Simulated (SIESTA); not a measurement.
# CaF3 under changes of volume

One of the cells (11.859 Å³/atom); the others are scaled copies at fixed shape and fractional positions:

```
CELL_PARAMETERS angstrom
-1.91199 1.91199 3.24403
1.91199 -1.91199 3.24403
1.91199 1.91199 -3.24403
ATOMIC_POSITIONS crystal
Ca 0.00000 0.00000 0.00000
F 0.50000 0.50000 0.00000
F 0.25000 0.75000 0.50000
F 0.75000 0.25000 0.50000
```

The cell comes from a database or a generator and needn't be the stable form of this composition.

```yaml
Program: SIESTA 5.4.2
Functional: PBEsol
Potentials_or_basis: PseudoDojo 0.4 standard (PBEsol files)
Basis: DZP (energy shift 0.003 Ry; two zetas on semicore shells; d shell added on Ca)
Grid_cutoff: 800 Ry
Energy_shift: 0.003 Ry
k_mesh: 10 × 10 × 10
Occupations: fermi-dirac, width 0.05 eV
Spin: no spin polarisation
```

```tsv
volume (Å³/atom)	energy over the lowest point (meV/atom)	pressure (GPa)	largest force (eV/Å)
10.929	0.00	0.7	0.001
11.162	0.59	-1.3	0.002
11.394	3.88	-2.9	0.000
11.859	?	?	?
12.092	25.74	-6.9	0.000
12.324	36.64	-7.9	0.000
```

Question: What does the run at 11.859 Å³/atom give?

Answer: Energy over the lowest point 16.48 meV/atom; pressure -5.6 GPa; largest force 0.001 eV/Å.

Worked out: A Birch-Murnaghan fit of order 3 (a polynomial in V^(-2/3)) to the other rows has its minimum at 10.98 Å³/atom with B0 = V·E''(V) = 86 GPa and B' = 3.6 at fixed shape and positions, which overstates the stiffness. It gives 16.54 meV/atom at 11.859 Å³/atom, against the run's 16.48, and -dE/dV = -5.7 GPa, against -5.6.

Energies are extrapolated to zero smearing.

Caveats: the basis of atomic orbitals isn't converged, which shifts pressures, moduli and gaps; an odd number of electrons without spin polarisation forces a metal; a magnetic or distorted state may lie lower.
